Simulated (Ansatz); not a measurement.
Fe:

```
CELL_PARAMETERS angstrom
-1.44300 1.44300 1.44300
1.44300 -1.44300 1.44300
1.44300 1.44300 -1.44300
ATOMIC_POSITIONS crystal
Fe 0.00000 0.00000 0.00000
```

```yaml
Program: Ansatz 0.2.0
Task: relaxation of cell and atoms
Functional: revPBE
Dispersion: D3(BJ)
Potentials_or_basis: all-electron LAPW, scalar-relativistic
Basis_error_allowed: 0.001 eV/atom
k_mesh: 13 × 13 × 13
Occupations: fermi-dirac, width 0.05 eV
Spin: collinear spin, ferromagnetic start
Starting_moments: "[3.0] μB"
```

At the start: volume 12.02 Å³/atom.

Task: Where does the relaxation end?

Result: Over 6 steps the energy falls by 54.5 meV/atom and the volume is 10.97 Å³/atom (-8.7 %); space group Im-3m (No. 229, to 0.05 Å); moment 2.09 μB per cell.

The path:
| step | energy change (eV) | largest force (eV/Å) | volume (Å³) |
| --- | --- | --- | --- |
| 1 | 0.0000 | 0.0000 | 12.02 |
| 2 | -0.0443 | 0.0000 | 11.39 |
| 3 | -0.0525 | 0.0000 | 10.80 |
| 4 | -0.0544 | 0.0000 | 10.97 |
| 5 | -0.0545 | 0.0000 | 10.97 |
| 6 | -0.0545 | 0.0000 | 10.97 |

Final structure:
```cif
data_structure
_symmetry_space_group_name_H-M 'P 1'
_symmetry_Int_Tables_number 1
_cell_length_a 2.4245
_cell_length_b 2.4245
_cell_length_c 2.4245
_cell_angle_alpha 109.471
_cell_angle_beta 109.471
_cell_angle_gamma 109.471
_cell_volume 10.97
loop_
_atom_site_label
_atom_site_type_symbol
_atom_site_fract_x
_atom_site_fract_y
_atom_site_fract_z
_atom_site_occupancy
Fe1 Fe 0.00000 0.00000 0.00000 1
```
